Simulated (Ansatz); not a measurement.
**Band structure of Ca**

```
CELL_PARAMETERS angstrom
1.97128 -3.39549 0.00000
1.97128 3.39549 0.00000
0.00000 0.00000 6.50911
ATOMIC_POSITIONS crystal
Ca 0.83559 0.16441 0.25000
Ca 0.16441 0.83559 0.75000
```

Atom numbers follow the list: Ca1, Ca2.

The cell is the one relaxed in the Materials Project (mp-132), not relaxed further here; entries there can be hypothetical.

Method: DFT, PBEsol, all-electron LAPW, scalar-relativistic in Ansatz 0.2.0.

The runs use a Γ-centred 11×11×6 k mesh, Fermi–Dirac smearing of 0.05 eV, basis error target 0.5 meV/atom, no spin polarisation.

Points in fractions of the reciprocal vectors of this cell: Γ (0, 0, 0), Y (-0.5, 0.5, 0), C0 (-0.334, 0.666, 0), Σ0 (0.334, 0.334, 0), Z (0, 0, 0.5), A0 (0.334, 0.334, 0.5), E0 (-0.334, 0.666, 0.5), T (-0.5, 0.5, 0.5). The path joins them by straight lines in the order Γ–Y–C0–Σ0–Γ–Z–A0–E0–T; legs that retrace an earlier one aren't tabulated. Energies are in eV from the Fermi level.

Question: Metal or insulator at this level of theory?

Answer: No gap opens: metallic or semimetallic.

Question: Tabulate bands 8 to 12, counted from the lowest band of the run, along the path.

Answer: 
| k (1/Å) | point | band 8 | band 9 | band 10 | band 11 | band 12 |
| --- | --- | --- | --- | --- | --- | --- |
| 0.00 | Γ | -22.97 | -4.03 | -1.10 | -0.29 | 2.16 |
| 0.23 |  | -22.97 | -3.80 | -0.87 | -0.26 | 1.81 |
| 0.46 |  | -22.98 | -3.13 | -0.27 | -0.14 | 1.13 |
| 0.69 |  | -22.99 | -2.11 | 0.07 | 0.23 | 0.28 |
| 0.93 | Y | -22.99 | -1.10 | -0.70 | 0.23 | 0.37 |
| 1.06 |  | -23.00 | -1.04 | -0.66 | 0.26 | 0.37 |
| 1.19 |  | -23.00 | -0.85 | -0.56 | 0.34 | 0.36 |
| 1.32 |  | -23.01 | -0.58 | -0.40 | 0.17 | 0.50 |
| 1.45 | C0 | -23.01 | -0.26 | -0.25 | -0.20 | 0.57 |
| 1.72 |  | -23.00 | -0.88 | -0.57 | 0.34 | 0.34 |
| 1.99 |  | -22.99 | -1.14 | -0.71 | 0.20 | 0.36 |
| 2.26 |  | -23.00 | -0.88 | -0.57 | 0.34 | 0.34 |
| 2.52 | Σ0 | -23.01 | -0.26 | -0.25 | -0.20 | 0.57 |
| 2.79 |  | -22.99 | -1.56 | 0.26 | 0.27 | 0.28 |
| 3.06 |  | -22.98 | -2.85 | -0.08 | -0.06 | 0.96 |
| 3.32 |  | -22.97 | -3.72 | -0.80 | -0.24 | 1.70 |
| 3.59 | Γ | -22.97 | -4.03 | -1.10 | -0.29 | 2.16 |
| 3.71 |  | -22.97 | -3.97 | -1.43 | 0.01 | 2.10 |
| 3.83 |  | -22.98 | -3.78 | -2.00 | 0.47 | 1.92 |
| 3.95 |  | -22.98 | -3.47 | -2.56 | 0.91 | 1.65 |
| 4.07 | Z | -22.98 | -3.06 | -3.06 | 1.31 | 1.31 |
| 4.34 |  | -22.99 | -2.77 | -2.77 | 1.30 | 1.30 |
| 4.60 |  | -22.99 | -1.98 | -1.98 | 1.06 | 1.06 |
| 4.87 |  | -22.99 | -0.86 | -0.86 | 0.59 | 0.59 |
| 5.14 | A0 | -22.99 | 0.13 | 0.13 | 0.34 | 0.34 |
| 5.40 |  | -22.99 | -0.42 | -0.42 | 0.11 | 0.11 |
| 5.67 |  | -23.00 | -0.70 | -0.70 | 0.05 | 0.05 |
| 5.94 |  | -22.99 | -0.42 | -0.42 | 0.11 | 0.11 |
| 6.21 | E0 | -22.99 | 0.13 | 0.13 | 0.34 | 0.34 |
| 6.34 |  | -22.99 | -0.11 | -0.11 | 0.21 | 0.21 |
| 6.47 |  | -22.99 | -0.41 | -0.41 | 0.14 | 0.14 |
| 6.60 |  | -23.00 | -0.62 | -0.62 | 0.10 | 0.10 |
| 6.73 | T | -23.00 | -0.69 | -0.69 | 0.09 | 0.09 |
